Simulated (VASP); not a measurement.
# In2O3 (Ia-3) in VASP: further runs

Aim: see how the results for In2O3 move with the level of theory and the settings. Levels: LDA, PBE, r2SCAN. Tasks: band structure.

All numbers are computed with VASP 6.6.1; they aren't measurements. Logs are shortened: lines on timing, memory, paths and dates and some standing lists are left out, and cuts for length are marked.

**The experiment to reproduce.**

From “Macro- and microscopic properties of strontium doped indium oxide”, 2014, arxiv:1407.6471, for a bulk crystal of In2O3: band gap 2.7 ± 0.1 eV (direct).

The results are compared with them further down.

## Step 1: The crystal as given

The structure is cubic, space group Ia-3 (No. 206). Conventional cell: a = 10.295 Å, b = 10.295 Å, c = 10.295 Å, α = 90.00°, β = 90.00°, γ = 90.00°. Around In (site symmetry 2) lie 6 O at 2.16 to 2.25 Å. In (site symmetry -3) is surrounded by 6 O at 2.21 Å. O (site symmetry 1) has 4 In at 2.16 to 2.25 Å as nearest neighbours.

The cell is a database's computed one.

## Step 2: Band structure, LDA

The input, INCAR:

```
SYSTEM = In2O3
PREC = Accurate
ENCUT = 450
EDIFF = 1E-6
ISMEAR = 0
SIGMA = 0.02
LREAL = .FALSE.
LASPH = .TRUE.
NELM = 120
ALGO = Fast
ISIF = 2
LWAVE = .FALSE.
LCHARG = .FALSE.
GGA = CA
KPAR = 8
```

The input, KPOINTS:

```
Automatic mesh
0
G
  6 6 6
  0 0 0
```

The input, POSCAR:

```
In2O3                                   
1.0
   -5.1474231181      5.1474231181      5.1474231181
    5.1474231181     -5.1474231181      5.1474231181
    5.1474231181      5.1474231181     -5.1474231181
  In              O             
    16    24
Direct
     0.2838571231312738    0.5338571231312738    0.7500000000000000
     0.7161428768687262    0.4661428768687262    0.2500000000000000
     0.0000000000000000    0.5000000000000000    0.0000000000000000
     0.0000000000000000    0.0000000000000000    0.5000000000000000
     0.7500000000000000    0.2838571231312738    0.5338571231312738
     0.2500000000000000    0.7161428768687262    0.4661428768687262
     0.7838571231312738    0.0338571231312738    0.7500000000000000
     0.2161428768687262    0.9661428768687262    0.2500000000000000
     0.5338571231312738    0.7500000000000000    0.2838571231312738
     0.7500000000000000    0.7838571231312738    0.0338571231312738
     0.5000000000000000    0.0000000000000000    0.0000000000000000
     0.5000000000000000    0.5000000000000000    0.5000000000000000
     0.2500000000000000    0.2161428768687262    0.9661428768687262
     0.4661428768687262    0.2500000000000000    0.7161428768687262
     0.9661428768687262    0.2500000000000000    0.2161428768687262
     0.0338571231312738    0.7500000000000000    0.7838571231312738
     0.5368591516287630    0.7721555898665895    0.5442805461809418
     0.7721555898665895    0.5442805461809418    0.5368591516287630
     0.5074213945521717    0.2352964382378194    0.9631408483712370
     0.7721249563143523    0.7278444101334105    0.2647035617621806
     0.2278444101334105    0.4557194538190583    0.4631408483712370
     0.2721249563143523    0.0074213945521717    0.0442805461809418
     0.4557194538190583    0.4631408483712370    0.2278444101334105
     0.9557194538190582    0.7278750436856477    0.9925786054478283
     0.7352964382378194    0.2278750436856477    0.2721555898665894
     0.9631408483712370    0.5074213945521717    0.2352964382378194
     0.2352964382378194    0.9631408483712370    0.5074213945521717
     0.0442805461809418    0.2721249563143523    0.0074213945521717
     0.0368591516287629    0.4925786054478282    0.7647035617621806
     0.7278750436856477    0.9925786054478283    0.9557194538190582
     0.2721555898665894    0.7352964382378194    0.2278750436856477
     0.9925786054478283    0.9557194538190582    0.7278750436856477
     0.7278444101334105    0.2647035617621806    0.7721249563143523
     0.2647035617621806    0.7721249563143523    0.7278444101334105
     0.2278750436856477    0.2721555898665894    0.7352964382378194
     0.4925786054478282    0.7647035617621806    0.0368591516287629
     0.0074213945521717    0.0442805461809418    0.2721249563143523
     0.7647035617621806    0.0368591516287629    0.4925786054478282
     0.5442805461809418    0.5368591516287630    0.7721555898665895
     0.4631408483712370    0.2278444101334105    0.4557194538190583
```

The input, KPOINTS_OPT:

```
path GHNGPH,PN
10
line-mode
reciprocal
 0.0000000000  0.0000000000  0.0000000000  G
 0.5000000000 -0.5000000000  0.5000000000  H

 0.5000000000 -0.5000000000  0.5000000000  H
 0.0000000000  0.0000000000  0.5000000000  N

 0.0000000000  0.0000000000  0.5000000000  N
 0.0000000000  0.0000000000  0.0000000000  G

 0.0000000000  0.0000000000  0.0000000000  G
 0.2500000000  0.2500000000  0.2500000000  P

 0.2500000000  0.2500000000  0.2500000000  P
 0.5000000000 -0.5000000000  0.5000000000  H

 0.2500000000  0.2500000000  0.2500000000  P
 0.0000000000  0.0000000000  0.5000000000  N
```

Potentials or basis: VASP PAW LDA potentials, release 64 (In_d, O).

Started as:

```
cat potpaw_LDA.64/In_d/POTCAR potpaw_LDA.64/O/POTCAR > POTCAR
mpirun -np 8 vasp_std > vasp.out
```

OUTCAR:

```text
SYSTEM = In2O3
   PREC = Accurate
   ENCUT = 450
   EDIFF = 1E-6
   ISMEAR = 0
   LREAL = .FALSE.
   LASPH = .TRUE.
   NELM = 120
   ISIF = 2
   GGA = CA

 ion  position               nearest neighbor table
   1  0.284  0.534  0.750-  35 2.16  29 2.16  21 2.24  36 2.24  34 2.25  39 2.25  12 3.40  11 3.40
                            14 3.42  16 3.42   6 3.42  10 3.42   4 3.89   3 3.89   5 3.91  15 3.91
   2  0.716  0.466  0.250-  20 2.16  26 2.16  18 2.24  19 2.24  25 2.25  23 2.25  12 3.40  11 3.40
                             9 3.42  15 3.42   5 3.42  13 3.42   4 3.89   3 3.89   6 3.91  16 3.91
   3  0.000  0.500  0.000-  26 2.21  29 2.21  31 2.21  33 2.21  28 2.21  24 2.21  15 3.40  16 3.40
                             5 3.40   6 3.40   7 3.40   8 3.40   9 3.89  14 3.89   2 3.89  10 3.89
   4  0.000  0.000  0.500-  27 2.21  38 2.21  35 2.21  20 2.21  37 2.21  32 2.21   9 3.40  14 3.40
                             7 3.40   8 3.40  13 3.40  10 3.40   1 3.89   2 3.89  16 3.89   5 3.89
   5  0.750  0.284  0.534-  25 2.16  38 2.16  40 2.24  29 2.24  33 2.25  18 2.25  12 3.40   3 3.40
                             7 3.42   2 3.42  14 3.42  16 3.42  11 3.89   4 3.89   1 3.91   9 3.91
   6  0.250  0.716  0.466-  34 2.16  27 2.16  17 2.24  26 2.24  31 2.25  21 2.25  12 3.40   3 3.40
                             8 3.42   9 3.42   1 3.42  15 3.42  11 3.89   4 3.89   2 3.91  14 3.91
   7  0.784  0.034  0.750-  30 2.16  17 2.16  32 2.24  33 2.24  38 2.25  28 2.25   4 3.40   3 3.40
                             5 3.42   9 3.42  13 3.42  15 3.42  12 3.89  11 3.89  10 3.91   6 3.91
   8  0.216  0.966  0.250-  22 2.16  40 2.16  37 2.24  31 2.24  27 2.25  24 2.25   4 3.40   3 3.40
                             6 3.42  10 3.42  14 3.42  16 3.42  12 3.89  11 3.89   5 3.91  13 3.91
   9  0.534  0.750  0.284-  31 2.16  36 2.16  23 2.24  38 2.24  20 2.25  17 2.25   4 3.40  12 3.40
[... 37 lines left out ...]
  39  0.544  0.537  0.772-  10 2.16  12 2.21  14 2.24   1 2.25
  40  0.463  0.228  0.456-   8 2.16  12 2.21   5 2.24  14 2.25

  LATTYP: Found a body centered cubic cell.
 ALAT       =    10.2948462362

  Lattice vectors:

 A1 = (  -5.1474231181,   5.1474231181,   5.1474231181)
 A2 = (   5.1474231181,  -5.1474231181,   5.1474231181)
 A3 = (   5.1474231181,   5.1474231181,  -5.1474231181)

Analysis of symmetry for initial positions (statically):
=====================================================================
 Subroutine PRICEL returns:
 Original cell was already a primitive cell.

 Routine SETGRP: Setting up the symmetry group for a
 body centered cubic supercell.

 Subroutine GETGRP returns: Found 24 space group operations
 (whereof  6 operations were pure point group operations)
 out of a pool of 48 trial point group operations.

The static configuration has the point symmetry S_6 .
 The point group associated with its full space group is T_h .

Analysis of symmetry for dynamics (positions and initial velocities):
=====================================================================
 Subroutine PRICEL returns:
 Original cell was already a primitive cell.

 Routine SETGRP: Setting up the symmetry group for a
 body centered cubic supercell.

 Subroutine GETGRP returns: Found 24 space group operations
 (whereof  6 operations were pure point group operations)
 out of a pool of 48 trial point group operations.

The dynamic configuration has the point symmetry S_6 .
 The point group associated with its full space group is T_h .

 Subroutine INISYM returns: Found 24 space group operations
 (whereof  6 operations are pure point group operations),
 and found     1 'primitive' translations

----------------------------------------------------------------------------------------

                                     Primitive cell

  volume of cell :     545.5438

  direct lattice vectors                    reciprocal lattice vectors
    -5.147423118  5.147423118  5.147423118     0.000000000  0.097135982  0.097135982
     5.147423118 -5.147423118  5.147423118     0.097135982  0.000000000  0.097135982
     5.147423118  5.147423118 -5.147423118     0.097135982  0.097135982  0.000000000

  length of vectors
     8.915598369  8.915598369  8.915598369     0.137371023  0.137371023  0.137371023

  position of ions in fractional coordinates (direct lattice)
     0.283857123  0.533857123  0.750000000
     0.716142877  0.466142877  0.250000000
     0.000000000  0.500000000  0.000000000
     0.000000000  0.000000000  0.500000000
[... 105 lines left out ...]

 Following reciprocal coordinates:
            Coordinates               Weight
  0.000000  0.000000  0.000000      1.000000
  0.166667  0.000000  0.000000     12.000000
  0.333333  0.000000  0.000000     12.000000
  0.500000  0.000000  0.000000      6.000000
  0.166667  0.166667  0.000000     24.000000
  0.333333  0.166667  0.000000     24.000000
[... 10 lines left out ...]
  0.500000  0.500000  0.333333     12.000000
  0.500000  0.500000  0.500000      1.000000
   k-points           NKPTS =     18   k-points in BZ     NKDIM =     18   number of bands    NBANDS=    211
   number of dos      NEDOS =    301   number of ions     NIONS =     40
   total plane-waves  NPLWV = 262144
   dimension x,y,z NGX =    64 NGY =   64 NGZ =   64
   dimension x,y,z NGXF=   128 NGYF=  128 NGZF=  128
   ions per type =              16  24
   NGX,Y,Z   is equivalent  to a cutoff of  11.93, 11.93, 11.93 a.u.
   NGXF,Y,Z  is equivalent  to a cutoff of  23.87, 23.87, 23.87 a.u.
 SYSTEM =  In2O3
   PREC   = accura    normal or accurate (medium, high low for compatibility)
   ISTART =      0    job   : 0-new  1-cont  2-samecut
   ICHARG =      2    charge: 1-file 2-atom 10-const
   ISPIN  =      1    spin polarized calculation?
   LNONCOLLINEAR =      F non collinear calculations
   LSORBIT =      F    spin-orbit coupling
   LASPH  =      T    aspherical Exc in radial PAW
   ENCUT  =  450.0 eV  33.07 Ry    5.75 a.u.  15.42 15.42 15.42*2*pi/ulx,y,z
   NELM   =    120;   NELMIN=  2; NELMDL= -5     # of ELM steps
   EDIFF  = 0.1E-05   stopping-criterion for ELM
   LREAL  =      F    real-space projection
   EDIFFG = 0.1E-04   stopping-criterion for IOM
   NSW    =      0    number of steps for IOM
   IBRION =     -1    ionic relax: 0-MD 1-quasi-New 2-CG
   NFREE  =      0    steps in history (QN), initial steepest desc. (CG)
   ISIF   =      2    stress and relaxation
   ISYM   =      2    0-nonsym 1-usesym 2-fastsym
   POTIM  = 0.5000    time-step for ionic-motion
   TEBEG  =    0.0;   TEEND  =   0.0 temperature during run
   PSTRESS=    0.0 pullay stress
   NELECT =     352.0000    total number of electrons
   NUPDOWN=      -1.0000    fix difference up-down
   EMIN   =  10.00;   EMAX   =-10.00  energy-range for DOS
   EFERMI =   0.00;   METHOD = LEGACY
   ISMEAR =     0;   SIGMA  =   0.02  broadening in eV -4-tet -1-fermi 0-gaus
   EFERMI_NEDOS =   21; number of points for ismear=-14 and -15
   IALGO  =     68    algorithm
   IMIX   =      4    mixing-type and parameters
     AMIX     =   0.40;   BMIX     =  1.00
     AMIX_MAG =   1.60;   BMIX_MAG =  1.00
  volume/ion in A,a.u.               =      13.64        92.04
  Fermi-wavevector in a.u.,A,eV,Ry     =   1.414640  2.673281 27.228055  2.001206
  Thomas-Fermi vector in A             =   2.536161
   LORBIT       =      0    0 simple, 1 ext, 2 COOP (PROOUT), +10 PAW based schemes
   GGA     = CA    functional components
   LHFCALC =     F    Hartree Fock is set to
   AEXX    =    0.0000 exact exchange contribution
   IVDW    =     0    specifies the selected vdW correction
   LEPSILON=     F    determine dielectric tensor
   LRPA    =     F    only Hartree local field effects (RPA)
 non-spin polarized calculation
 RMM-DIIS sequential band-by-band and
 Gauss-broadening in eV      SIGMA  =   0.02
  energy-cutoff  :      450.00
  volume of cell :      545.54
 maximum number of plane-waves:     11857
 NGX is ok and might be reduce to    64
   NGX = 31   NGY = 31   NGZ = 31

 number of electron     351.9999912 magnetization

 Free energy of the ion-electron system (eV)
  ---------------------------------------------------
  ext. energy  EPLUGINS =         0.00000000
  ---------------------------------------------------
  free energy    TOTEN  =      -254.61109849 eV

  energy without entropy =     -254.61109849  energy(sigma->0) =     -254.61109849

 E-fermi :   4.7241     XC(G=0): -11.2857

 val. band max:        4.5711008489   @ k =   0.0000   0.0000   0.0000
 cond. band min:       5.3930787068   @ k =   0.0000   0.0000   0.0000
 fundamental gap:      0.8219778579
 Fermi energy:         4.7240956795

 k-point     1 :       0.0000    0.0000    0.0000
  band No.  band energies     occupation
      1     -12.6590      2.00000
      2     -12.0726      2.00000
      3     -12.0726      2.00000
      4     -12.0019      2.00000
      5     -12.0019      2.00000
      6     -12.0019      2.00000
[... 3427 lines left out ...]
    187      10.7341      0.00000
    188      10.7341      0.00000
 [bands above 188 left out]

------------------------ aborting loop because EDIFF is reached ----------------------------------------

  FORCE on cell =-STRESS in cart. coord.  units (eV):
  Direction    XX          YY          ZZ          XY          YZ          ZX
  --------------------------------------------------------------------------------------
  -------------------------------------------------------------------------------------
  Total      -37.0553143    -37.0553143    -37.0553143     -0.0000000      0.0000000      0.0000000
  in kB     -108.8257043   -108.8257043   -108.8257043     -0.0000000      0.0000000      0.0000000
  external PRESSURE =    -108.8257043 kB  Pullay stress =       0.0000000 kB

 VOLUME and BASIS-vectors are now :
 -----------------------------------------------------------------------------
  energy-cutoff  :      450.00
  volume of cell :      545.54
      direct lattice vectors                 reciprocal lattice vectors
    -5.147423118  5.147423118  5.147423118     0.000000000  0.097135982  0.097135982
     5.147423118 -5.147423118  5.147423118     0.097135982  0.000000000  0.097135982
     5.147423118  5.147423118 -5.147423118     0.097135982  0.097135982  0.000000000

 POSITION                                       TOTAL-FORCE (eV/Angst)
 -----------------------------------------------------------------------------------
      5.14742      2.57371      0.34855        -0.000000      0.000000      0.040142
      0.00000      2.57371      4.79887        -0.000000      0.000000     -0.040142
      2.57371     -2.57371      2.57371        -0.000000      0.000000     -0.000000
      2.57371      2.57371     -2.57371        -0.000000      0.000000     -0.000000
      0.34855      5.14742      2.57371         0.040142      0.000000     -0.000000
      4.79887      0.00000      2.57371        -0.040142      0.000000     -0.000000
[... 32 lines left out ...]
      3.93641      4.01281      1.59047         0.022963     -0.125446     -0.086321
      1.13461      3.55695      1.21101         0.125446      0.086321     -0.022963
 -----------------------------------------------------------------------------------
    total drift:                                0.000000     -0.000000      0.000000

  FREE ENERGIE OF THE ION-ELECTRON SYSTEM (eV)
  ---------------------------------------------------
  free  energy   TOTEN  =      -254.6110984882 eV

  energy  without entropy=     -254.6110984882  energy(sigma->0) =     -254.61109849
```

Run time: 23 min. Hardware: 8 MPI ranks of Intel Xeon 6975P-C (Granite Rapids), shared host; peak memory 1.9 GiB.

What came out:

| Quantity | Value |
| --- | --- |
| Free energy | -254.6111 eV |
| Largest force | 0.154 eV/Å |
| Band gap on the k mesh | 0.82 eV, direct |
| Band gap along the path | 0.82 eV, direct |

Forces on the atoms (eV/Å):
```
In   0.000  0.000  0.040
In   0.000  0.000 -0.040
In   0.000  0.000  0.000
In   0.000  0.000  0.000
In   0.040  0.000  0.000
In  -0.040  0.000  0.000
In   0.000  0.000  0.040
In   0.000  0.000 -0.040
In   0.000  0.040  0.000
In   0.040  0.000  0.000
In   0.000  0.000  0.000
In   0.000  0.000  0.000
In  -0.040  0.000  0.000
In   0.000 -0.040  0.000
In   0.000 -0.040  0.000
In   0.000  0.040  0.000
O   -0.125 -0.086  0.023
O   -0.086  0.023 -0.125
O    0.086 -0.023 -0.125
O    0.125 -0.086 -0.023
O    0.086 -0.023  0.125
O   -0.125 -0.086 -0.023
O   -0.023  0.125  0.086
O    0.023  0.125  0.086
O    0.023 -0.125  0.086
O   -0.125  0.086 -0.023
O   -0.023 -0.125  0.086
O   -0.023 -0.125 -0.086
O    0.125 -0.086  0.023
O    0.125  0.086  0.023
O    0.086  0.023 -0.125
O    0.086  0.023  0.125
O   -0.086 -0.023  0.125
O   -0.023  0.125 -0.086
O   -0.125  0.086  0.023
O   -0.086  0.023  0.125
O   -0.086 -0.023 -0.125
O    0.023  0.125 -0.086
O    0.023 -0.125 -0.086
O    0.125  0.086 -0.023
```

Levels at the corners of the path, in eV from the valence-band top:
| point | band 172 | band 173 | band 174 | band 175 | band 176 | band 177 | band 178 | band 179 | band 180 | band 181 |
| --- | --- | --- | --- | --- | --- | --- | --- | --- | --- | --- |
| Γ | -0.23 | -0.23 | 0.00 | 0.00 | 0.00 | 0.82 | 5.07 | 5.07 | 5.07 | 5.14 |
| H | -0.24 | -0.21 | -0.21 | -0.21 | -0.15 | 3.77 | 3.77 | 3.77 | 3.80 | 3.80 |
| H | -0.24 | -0.21 | -0.21 | -0.21 | -0.15 | 3.77 | 3.77 | 3.77 | 3.80 | 3.80 |
| N | -0.21 | -0.14 | -0.14 | -0.03 | -0.03 | 2.90 | 2.90 | 4.56 | 4.56 | 4.65 |
| N | -0.21 | -0.14 | -0.14 | -0.03 | -0.03 | 2.90 | 2.90 | 4.56 | 4.56 | 4.65 |
| Γ | -0.23 | -0.23 | 0.00 | 0.00 | 0.00 | 0.82 | 5.07 | 5.07 | 5.07 | 5.14 |
| Γ | -0.23 | -0.23 | 0.00 | 0.00 | 0.00 | 0.82 | 5.07 | 5.07 | 5.07 | 5.14 |
| P | -0.10 | -0.09 | -0.09 | -0.09 | -0.09 | 3.49 | 3.49 | 3.49 | 3.49 | 5.52 |
| P | -0.10 | -0.09 | -0.09 | -0.09 | -0.09 | 3.49 | 3.49 | 3.49 | 3.49 | 5.52 |
| H | -0.24 | -0.21 | -0.21 | -0.21 | -0.15 | 3.77 | 3.77 | 3.77 | 3.80 | 3.80 |
| P | -0.10 | -0.09 | -0.09 | -0.09 | -0.09 | 3.49 | 3.49 | 3.49 | 3.49 | 5.52 |
| N | -0.21 | -0.14 | -0.14 | -0.03 | -0.03 | 2.90 | 2.90 | 4.56 | 4.56 | 4.65 |

Caveat: the cutoff is under 1.25 times the usual one of these potentials, so pressure, stress and relaxed cells hold a basis-set (Pulay) error; spin-orbit coupling is left out, which moves the levels of the heavy elements.

[end of part 1 of 2]
